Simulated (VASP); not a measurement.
# ZnS (F-43m) in VASP: further runs

Runs on ZnS. Level: PBE. Tasks: band structure, Born charges and dielectric tensor.

Everything below comes from runs of VASP 6.6.1. Logs are shortened: lines on timing, memory, paths and dates and some standing lists are left out, and cuts for length are marked.

### 1 The crystal as given

It takes space group F-43m (No. 216, cubic). The conventional cell has a = 5.455 Å, b = 5.455 Å, c = 5.455 Å, α = 90.00°, β = 90.00°, γ = 90.00°. Around Zn (site symmetry -43m) lie 4 S at 2.36 Å. S (site symmetry -43m) has 4 Zn at 2.36 Å as nearest neighbours.

### 2 Band structure, PBE

INCAR reads:

```
SYSTEM = ZnS
  ALGO = Normal
  EDIFF = 1E-7
  ENCUT = 520
  GGA = PE
  ISIF = 2
  ISMEAR = 0
  LASPH = .TRUE.
  LCHARG = .FALSE.
  LREAL = .FALSE.
  LWAVE = .FALSE.
  NBANDS = 16
  NELM = 80
  PREC = Accurate
  SIGMA = 0.02
```

KPOINTS reads:

```
k-points
0
G
  4 4 4
  0 0 0
```

POSCAR reads:

```
ZnS                                     
1.0
   -0.0000000000      2.7274624574      2.7274624574
    2.7274624574      0.0000000000      2.7274624574
    2.7274624574      2.7274624574      0.0000000000
  Zn              S             
     1     1
Direct
     0.2500000000000000    0.2500000000000000    0.2500000000000000
     0.0000000000000000    1.0000000000000000    1.0000000000000000
```

KPOINTS_OPT reads:

```
path GXWKGLUWLK,UX
20
line-mode
reciprocal
 0.0000000000  0.0000000000  0.0000000000  G
 0.5000000000  0.0000000000  0.5000000000  X

 0.5000000000  0.0000000000  0.5000000000  X
 0.5000000000  0.2500000000  0.7500000000  W

 0.5000000000  0.2500000000  0.7500000000  W
 0.3750000000  0.3750000000  0.7500000000  K

 0.3750000000  0.3750000000  0.7500000000  K
 0.0000000000  0.0000000000  0.0000000000  G

 0.0000000000  0.0000000000  0.0000000000  G
 0.5000000000  0.5000000000  0.5000000000  L

 0.5000000000  0.5000000000  0.5000000000  L
 0.6250000000  0.2500000000  0.6250000000  U

 0.6250000000  0.2500000000  0.6250000000  U
 0.5000000000  0.2500000000  0.7500000000  W

 0.5000000000  0.2500000000  0.7500000000  W
 0.5000000000  0.5000000000  0.5000000000  L

 0.5000000000  0.5000000000  0.5000000000  L
 0.3750000000  0.3750000000  0.7500000000  K

 0.6250000000  0.2500000000  0.6250000000  U
 0.5000000000  0.0000000000  0.5000000000  X
```

Potentials or basis: VASP PAW PBE potentials, release 64 (Zn, S).

The run is started by

```sh
$ cat potpaw_PBE.64/Zn/POTCAR potpaw_PBE.64/S/POTCAR > POTCAR
$ mpirun -np 1 vasp_std > vasp.out
```

OUTCAR:

```text
SYSTEM = ZnS
   EDIFF = 1E-7
   ENCUT = 520
   GGA = PE
   ISIF = 2
   ISMEAR = 0
   LASPH = .TRUE.
   LREAL = .FALSE.
   NELM = 80
   PREC = Accurate

 ion  position               nearest neighbor table
   1  0.250  0.250  0.250-   2 2.36   2 2.36   2 2.36   2 2.36
   2  0.000  0.000  0.000-   1 2.36   1 2.36   1 2.36   1 2.36

  LATTYP: Found a face centered cubic cell.
 ALAT       =     5.4549249148

  Lattice vectors:

 A1 = (   0.0000000000,   2.7274624574,   2.7274624574)
 A2 = (   2.7274624574,   0.0000000000,   2.7274624574)
 A3 = (   2.7274624574,   2.7274624574,   0.0000000000)

Analysis of symmetry for initial positions (statically):
=====================================================================
 Subroutine PRICEL returns:
 Original cell was already a primitive cell.

 Routine SETGRP: Setting up the symmetry group for a
 face centered cubic supercell.

 Subroutine GETGRP returns: Found 24 space group operations
 (whereof 24 operations were pure point group operations)
 out of a pool of 48 trial point group operations.

The static configuration has the point symmetry T_d .

Analysis of symmetry for dynamics (positions and initial velocities):
=====================================================================
 Subroutine PRICEL returns:
 Original cell was already a primitive cell.

 Routine SETGRP: Setting up the symmetry group for a
 face centered cubic supercell.

 Subroutine GETGRP returns: Found 24 space group operations
 (whereof 24 operations were pure point group operations)
 out of a pool of 48 trial point group operations.

The dynamic configuration has the point symmetry T_d .

 Subroutine INISYM returns: Found 24 space group operations
 (whereof 24 operations are pure point group operations),
 and found     1 'primitive' translations

----------------------------------------------------------------------------------------

                                     Primitive cell

  volume of cell :      40.5795

  direct lattice vectors                    reciprocal lattice vectors
     0.000000000  2.727462457  2.727462457    -0.183320580  0.183320580  0.183320580
     2.727462457  0.000000000  2.727462457     0.183320580 -0.183320580  0.183320580
     2.727462457  2.727462457  0.000000000     0.183320580  0.183320580 -0.183320580

  length of vectors
     3.857214398  3.857214398  3.857214398     0.317520559  0.317520559  0.317520559

  position of ions in fractional coordinates (direct lattice)
     0.250000000  0.250000000  0.250000000
     0.000000000  0.000000000  0.000000000

  ion indices of the primitive-cell ions
   primitive index   ion index
                 1           1
                 2           2

----------------------------------------------------------------------------------------

 KPOINTS: k-points

Automatic generation of k-mesh.
 Grid dimensions read from file:
 generate k-points for:    4    4    4

 Generating k-lattice:

  Cartesian coordinates                     Fractional coordinates (reciprocal lattice)
    -0.045830145  0.045830145  0.045830145     0.250000000  0.000000000  0.000000000
     0.045830145 -0.045830145  0.045830145     0.000000000  0.250000000  0.000000000
     0.045830145  0.045830145 -0.045830145     0.000000000  0.000000000  0.250000000

  Length of vectors
     0.079380140  0.079380140  0.079380140

  Shift w.r.t. Gamma in fractional coordinates (k-lattice)
     0.000000000  0.000000000  0.000000000

 Subroutine IBZKPT returns following result:
 ===========================================

 Found      8 irreducible k-points:

 Following reciprocal coordinates:
            Coordinates               Weight
  0.000000  0.000000  0.000000      1.000000
  0.250000  0.000000  0.000000      8.000000
  0.500000  0.000000  0.000000      4.000000
  0.250000  0.250000  0.000000      6.000000
  0.500000  0.250000  0.000000     24.000000
 -0.250000  0.250000  0.000000     12.000000
  0.500000  0.500000  0.000000      3.000000
 -0.250000  0.500000  0.250000      6.000000
   k-points           NKPTS =      8   k-points in BZ     NKDIM =      8   number of bands    NBANDS=     16
   number of dos      NEDOS =    301   number of ions     NIONS =      2
   total plane-waves  NPLWV =  27000
   dimension x,y,z NGX =    30 NGY =   30 NGZ =   30
   dimension x,y,z NGXF=    60 NGYF=   60 NGZF=   60
   ions per type =               1   1
   NGX,Y,Z   is equivalent  to a cutoff of  12.93, 12.93, 12.93 a.u.
   NGXF,Y,Z  is equivalent  to a cutoff of  25.86, 25.86, 25.86 a.u.
 SYSTEM =  ZnS
   PREC   = accura    normal or accurate (medium, high low for compatibility)
   ISTART =      0    job   : 0-new  1-cont  2-samecut
   ICHARG =      2    charge: 1-file 2-atom 10-const
   ISPIN  =      1    spin polarized calculation?
   LNONCOLLINEAR =      F non collinear calculations
   LSORBIT =      F    spin-orbit coupling
   LASPH  =      T    aspherical Exc in radial PAW
   ENCUT  =  520.0 eV  38.22 Ry    6.18 a.u.   7.17  7.17  7.17*2*pi/ulx,y,z
   NELM   =     80;   NELMIN=  2; NELMDL= -5     # of ELM steps
   EDIFF  = 0.1E-06   stopping-criterion for ELM
   LREAL  =      F    real-space projection
   EDIFFG = 0.1E-05   stopping-criterion for IOM
   NSW    =      0    number of steps for IOM
   IBRION =     -1    ionic relax: 0-MD 1-quasi-New 2-CG
   NFREE  =      0    steps in history (QN), initial steepest desc. (CG)
   ISIF   =      2    stress and relaxation
   ISYM   =      2    0-nonsym 1-usesym 2-fastsym
   POTIM  = 0.5000    time-step for ionic-motion
   TEBEG  =    0.0;   TEEND  =   0.0 temperature during run
   PSTRESS=    0.0 pullay stress
   NELECT =      18.0000    total number of electrons
   NUPDOWN=      -1.0000    fix difference up-down
   EMIN   =  10.00;   EMAX   =-10.00  energy-range for DOS
   EFERMI =   0.00;   METHOD = LEGACY
   ISMEAR =     0;   SIGMA  =   0.02  broadening in eV -4-tet -1-fermi 0-gaus
   EFERMI_NEDOS =   21; number of points for ismear=-14 and -15
   IALGO  =     38    algorithm
   IMIX   =      4    mixing-type and parameters
     AMIX     =   0.40;   BMIX     =  1.00
     AMIX_MAG =   1.60;   BMIX_MAG =  1.00
  volume/ion in A,a.u.               =      20.29       136.92
  Fermi-wavevector in a.u.,A,eV,Ry     =   1.248524  2.359368 21.208926  1.558812
  Thomas-Fermi vector in A             =   2.382607
   LORBIT       =      0    0 simple, 1 ext, 2 COOP (PROOUT), +10 PAW based schemes
   GGA     = PE    functional components
   LHFCALC =     F    Hartree Fock is set to
   AEXX    =    0.0000 exact exchange contribution
   IVDW    =     0    specifies the selected vdW correction
   LEPSILON=     F    determine dielectric tensor
   LRPA    =     F    only Hartree local field effects (RPA)
 non-spin polarized calculation
 Gauss-broadening in eV      SIGMA  =   0.02
  energy-cutoff  :      520.00
  volume of cell :       40.58
 maximum number of plane-waves:      1106
 NGX is ok and might be reduce to    30
   NGX = 15   NGY = 15   NGZ = 15

 number of electron      18.0000005 magnetization

 Free energy of the ion-electron system (eV)
  ---------------------------------------------------
  ext. energy  EPLUGINS =         0.00000000
  ---------------------------------------------------
  free energy    TOTEN  =        -6.80769019 eV

  energy without entropy =       -6.80769019  energy(sigma->0) =       -6.80769019

 E-fermi :   2.0411     XC(G=0):  -9.4876

 val. band max:        1.8738599931   @ k =   0.0000   0.0000   0.0000
 cond. band min:       3.8558179912   @ k =   0.0000   0.0000   0.0000
 fundamental gap:      1.9819579981
 Fermi energy:         2.0411105253

 k-point     1 :       0.0000    0.0000    0.0000
  band No.  band energies     occupation
      1     -11.0730      2.00000
      2      -4.3796      2.00000
      3      -4.3796      2.00000
      4      -4.3796      2.00000
      5      -3.9171      2.00000
      6      -3.9171      2.00000
[... 8 lines left out ...]
     15      13.5907      0.00000
     16      13.5907      0.00000

 k-point     2 :       0.2500    0.0000    0.0000
  band No.  band energies     occupation
      1     -10.6715      2.00000
      2      -4.3232      2.00000
      3      -4.3167      2.00000
      4      -4.3167      2.00000
      5      -3.9155      2.00000
      6      -3.9155      2.00000
[... 8 lines left out ...]
     15      12.8104      0.00000
     16      13.9878      0.00000

 k-point     3 :       0.5000    0.0000    0.0000
  band No.  band energies     occupation
      1     -10.1938      2.00000
      2      -4.2717      2.00000
      3      -4.2717      2.00000
      4      -3.8889      2.00000
      5      -3.8889      2.00000
      6      -3.7227      2.00000
[... 8 lines left out ...]
     15      15.1983      0.00000
     16      15.1983      0.00000

 k-point     4 :       0.2500    0.2500    0.0000
  band No.  band energies     occupation
      1     -10.5372      2.00000
      2      -4.4136      2.00000
      3      -4.2420      2.00000
      4      -4.2420      2.00000
      5      -3.9527      2.00000
      6      -3.8823      2.00000
[... 8 lines left out ...]
     15      14.3565      0.00000
     16      17.4281      0.00000

 k-point     5 :       0.5000    0.2500    0.0000
  band No.  band energies     occupation
      1     -10.0571      2.00000
      2      -4.2916      2.00000
      3      -4.1676      2.00000
      4      -4.0569      2.00000
      5      -3.8767      2.00000
      6      -3.7546      2.00000
[... 8 lines left out ...]
     15      15.3175      0.00000
     16      16.5435      0.00000

 k-point     6 :      -0.2500    0.2500    0.0000
  band No.  band energies     occupation
      1     -10.2179      2.00000
      2      -4.2613      2.00000
      3      -4.2326      2.00000
      4      -4.0981      2.00000
      5      -3.9305      2.00000
      6      -3.8568      2.00000
[... 8 lines left out ...]
     15      14.9673      0.00000
     16      16.3554      0.00000

 k-point     7 :       0.5000    0.5000    0.0000
  band No.  band energies     occupation
      1      -9.8986      2.00000
      2      -4.3813      2.00000
      3      -4.0598      2.00000
      4      -4.0598      2.00000
      5      -3.8474      2.00000
      6      -3.7095      2.00000
[... 8 lines left out ...]
     15      15.5406      0.00000
     16      16.3122      0.00000

 k-point     8 :      -0.2500    0.5000    0.2500
  band No.  band energies     occupation
      1      -9.8931      2.00000
      2      -4.2469      2.00000
      3      -4.1181      2.00000
      4      -3.9645      2.00000
      5      -3.9516      2.00000
      6      -3.5430      2.00000
[... 8 lines left out ...]
     15      15.6889      0.00000
     16      16.5907      0.00000

------------------------ aborting loop because EDIFF is reached ----------------------------------------

  FORCE on cell =-STRESS in cart. coord.  units (eV):
  Direction    XX          YY          ZZ          XY          YZ          ZX
  --------------------------------------------------------------------------------------
  -------------------------------------------------------------------------------------
  Total        0.0001131      0.0001131      0.0001131      0.0000000      0.0000000     -0.0000000
  in kB        0.0044655      0.0044655      0.0044655      0.0000000      0.0000000     -0.0000000
  external PRESSURE =       0.0044655 kB  Pullay stress =       0.0000000 kB

 VOLUME and BASIS-vectors are now :
 -----------------------------------------------------------------------------
  energy-cutoff  :      520.00
  volume of cell :       40.58
      direct lattice vectors                 reciprocal lattice vectors
     0.000000000  2.727462457  2.727462457    -0.183320580  0.183320580  0.183320580
     2.727462457  0.000000000  2.727462457     0.183320580 -0.183320580  0.183320580
     2.727462457  2.727462457  0.000000000     0.183320580  0.183320580 -0.183320580

 POSITION                                       TOTAL-FORCE (eV/Angst)
 -----------------------------------------------------------------------------------
      1.36373      1.36373      1.36373        -0.000000     -0.000000     -0.000000
      0.00000      0.00000      0.00000         0.000000      0.000000      0.000000
 -----------------------------------------------------------------------------------
    total drift:                                0.000000      0.000000      0.000000

  FREE ENERGIE OF THE ION-ELECTRON SYSTEM (eV)
  ---------------------------------------------------
  free  energy   TOTEN  =        -6.8076901870 eV

  energy  without entropy=       -6.8076901870  energy(sigma->0) =       -6.80769019
```

It took 64 s on 1 thread of AMD EPYC 7R13 (Zen 3), shared host; peak memory 0.14 GiB.

What came out:

| Property | Result |
| --- | --- |
| Free energy | -6.8077 eV |
| Pressure | 0.0 GPa |
| Band gap on the k mesh | 1.98 eV, direct |
| Band gap along the path | 1.98 eV, direct |

Levels at the corners of the path, in eV from the valence-band top:
```tsv
point	band 6	band 7	band 8	band 9	band 10	band 11	band 12	band 13
Γ	-5.79	0.00	0.00	0.00	1.98	6.40	6.40	6.40
X	-5.58	-4.46	-2.12	-2.12	3.45	4.06	10.78	11.77
X	-5.58	-4.46	-2.12	-2.12	3.45	4.06	10.78	11.77
W	-5.42	-4.46	-2.62	-2.61	5.70	5.90	7.80	8.25
W	-5.42	-4.46	-2.62	-2.61	5.70	5.90	7.80	8.25
K	-5.46	-4.50	-2.98	-1.73	4.14	5.89	9.32	9.70
K	-5.46	-4.50	-2.98	-1.73	4.14	5.89	9.32	9.70
Γ	-5.79	0.00	0.00	0.00	1.98	6.40	6.40	6.40
Γ	-5.79	0.00	0.00	0.00	1.98	6.40	6.40	6.40
L	-5.60	-5.12	-0.83	-0.83	3.24	6.92	6.92	8.76
L	-5.60	-5.12	-0.83	-0.83	3.24	6.92	6.92	8.76
U	-5.46	-4.50	-2.98	-1.73	4.14	5.89	9.32	9.70
U	-5.46	-4.50	-2.98	-1.73	4.14	5.89	9.32	9.70
W	-5.42	-4.46	-2.62	-2.61	5.70	5.90	7.80	8.25
W	-5.42	-4.46	-2.62	-2.61	5.70	5.90	7.80	8.25
L	-5.60	-5.12	-0.83	-0.83	3.24	6.92	6.92	8.76
L	-5.60	-5.12	-0.83	-0.83	3.24	6.92	6.92	8.76
K	-5.46	-4.50	-2.98	-1.73	4.14	5.89	9.32	9.70
U	-5.46	-4.50	-2.98	-1.73	4.14	5.89	9.32	9.70
X	-5.58	-4.46	-2.12	-2.12	3.45	4.06	10.78	11.77
```

Caveat: the k mesh is coarse (spacing up to 0.50 Å⁻¹), so the values aren't converged.

(Part 1 of 2 ends here.)
